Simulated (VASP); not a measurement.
**CoO under changes of volume**

One of the cells (9.540 Å³/atom); the others are scaled copies at fixed shape and fractional positions:

```xyz
2
Lattice="-1.5050 1.5050 2.1058 1.5050 -1.5050 2.1058 1.5050 1.5050 -2.1058" Properties=species:S:1:pos:R:3 pbc="T T T"
Co    3.0101    0.0000    0.0000
O     0.0000    0.0000    2.1058
```

| Item | Value |
| --- | --- |
| Program | VASP 6.6.1 |
| Functional | PBE |
| Potentials or basis | VASP PAW PBE potentials, release 64 (Co, O) |
| Cutoff | 520 eV |
| k mesh | 10 × 10 × 10 |
| Occupations | fermi-dirac, width 0.05 eV |
| Spin | collinear spin, ferromagnetic start |
| Starting moments | [2.0, 0.0] μB |

```csv
volume (Å³/atom),energy over the lowest point (meV/atom),pressure (GPa),moment (μB per cell)
9.158,?,?,?
9.349,2.60,3.8,2.82
9.540,0.00,0.2,2.87
9.730,1.57,-3.1,2.91
9.921,6.93,-6.1,2.94
```

What does the run at 9.158 Å³/atom give?

Energy over the lowest point 9.69 meV/atom; pressure 7.5 GPa; moment 2.74 μB per cell.

Worked out: A Birch-Murnaghan fit of order 2 (a polynomial in V^(-2/3)) to the other rows has its minimum at 9.56 Å³/atom with B0 = V·E''(V) = 174 GPa at fixed shape and positions, which overstates the stiffness. It gives 9.83 meV/atom at 9.158 Å³/atom, against the run's 9.69, and -dE/dV = 8.1 GPa, against 7.5. A straight line through the other rows of the moment, of slope 0.21 μB per Å³/atom, extrapolates to 2.78 μB, against the run's 2.74.

Energies are extrapolated to zero smearing.

Caveats: a cell with one magnetic atom can't hold antiferromagnetic order, which such compounds often take.
